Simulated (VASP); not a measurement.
All values below come from PBE GGA, VASP's PBE PAW potentials (set 64) (plane waves; VASP).

VASP ran on this input.

**INCAR**
```
! general
SYSTEM  =  AlSb
PREC    =  Normal
ENCUT   =  350
LREAL   =  .FALSE.
LASPH   =  .TRUE.

! electronic loop
EDIFF   =  1E-8
NELM    =  100
ALGO    =  Normal

! smearing
ISMEAR  =  0
SIGMA   =  0.01

! functional
GGA     =  PE

! output
LWAVE   =  .TRUE.
LCHARG  =  .FALSE.
```

File POSCAR:
```
AlSb
4.3416360
  0.0000000000   0.7071067220   0.7071067220
  0.7071067220   0.0000000000   0.7071067220
  0.7071067220   0.7071067220   0.0000000000
Al Sb
1 1
Cart
  0.0000000000   0.0000000000   0.0000000000
  0.3535533610   0.3535533610   0.3535533610
```

**KPOINTS**
```
Automatic
0
gamma
  6 6 6
```

POTCAR, in this order: Al_GW Sb_d_GW (PBE.64 set). Program: vasp_std.

Output

### OSZICAR
```
       N       E                     dE             d eps       ncg     rms          rms(c)
DAV:   1     0.103372243742E+03    0.10337E+03   -0.61079E+03   456   0.879E+03
DAV:   2     0.145456852902E+01   -0.10192E+03   -0.98740E+02   742   0.834E+02
DAV:   3    -0.804413924729E+01   -0.94987E+01   -0.94851E+01   651   0.108E+02
DAV:   4    -0.828478091725E+01   -0.24064E+00   -0.24002E+00   567   0.168E+01
DAV:   5    -0.830476214611E+01   -0.19981E-01   -0.19981E-01   683   0.584E+00    0.261E+00
DAV:   6    -0.824066081508E+01    0.64101E-01   -0.54232E-02   689   0.249E+00    0.157E+00
DAV:   7    -0.821626649650E+01    0.24394E-01   -0.61168E-02   526   0.527E+00    0.198E-01
DAV:   8    -0.821745201136E+01   -0.11855E-02   -0.39178E-03   546   0.207E+00    0.782E-02
DAV:   9    -0.821801736342E+01   -0.56535E-03   -0.10125E-03   484   0.536E-01    0.268E-02
DAV:  10    -0.821800672736E+01    0.10636E-04   -0.92442E-05   726   0.301E-01    0.887E-03
DAV:  11    -0.821801996188E+01   -0.13235E-04   -0.23246E-05   491   0.110E-01    0.409E-03
DAV:  12    -0.821801940832E+01    0.55356E-06   -0.34663E-06   579   0.713E-02    0.104E-03
DAV:  13    -0.821801971696E+01   -0.30864E-06   -0.36594E-07   511   0.136E-02    0.169E-04
DAV:  14    -0.821801975142E+01   -0.34456E-07   -0.31990E-08   538   0.355E-03    0.628E-05
DAV:  15    -0.821801973526E+01    0.16159E-07   -0.17963E-09   298   0.861E-04    0.245E-05
DAV:  16    -0.821801973598E+01   -0.72396E-09   -0.10153E-09   283   0.210E-03
   1 F= -.82180197E+01 E0= -.82180197E+01  d E =-.146639E-31
```

File OUTCAR:
```
------------------------ aborting loop because EDIFF is reached ----------------------------------------
  FORCE on cell =-STRESS in cart. coord.  units (eV):
  Direction    XX          YY          ZZ          XY          YZ          ZX
  --------------------------------------------------------------------------------------
  Total        0.6340258      0.6340258      0.6340258      0.0000000     -0.0000000     -0.0000000
  in kB       17.5538512     17.5538512     17.5538512      0.0000000     -0.0000000     -0.0000000
  external PRESSURE =      17.5538512 kB  Pullay stress =       0.0000000 kB
  volume of cell :       57.87
      direct lattice vectors                 reciprocal lattice vectors
     0.000000000  3.070000000  3.070000000    -0.162866450  0.162866450  0.162866450
     3.070000000  0.000000000  3.070000000     0.162866450 -0.162866450  0.162866450
     3.070000000  3.070000000  0.000000000     0.162866450  0.162866450 -0.162866450
 POSITION                                       TOTAL-FORCE (eV/Angst)
 -----------------------------------------------------------------------------------
      0.00000      0.00000      0.00000        -0.000000     -0.000000     -0.000000
      1.53500      1.53500      1.53500         0.000000      0.000000      0.000000
 -----------------------------------------------------------------------------------
    total drift:                               -0.000013     -0.000013     -0.000016
  FREE ENERGIE OF THE ION-ELECTRON SYSTEM (eV)
  ---------------------------------------------------
  free  energy   TOTEN  =        -8.2180197360 eV

  energy  without entropy=       -8.2180197360  energy(sigma->0) =       -8.21801974
```
(Selected blocks of OUTCAR.)

The compound is AlSb in the zinc blende structure. The cell was not relaxed at this level.
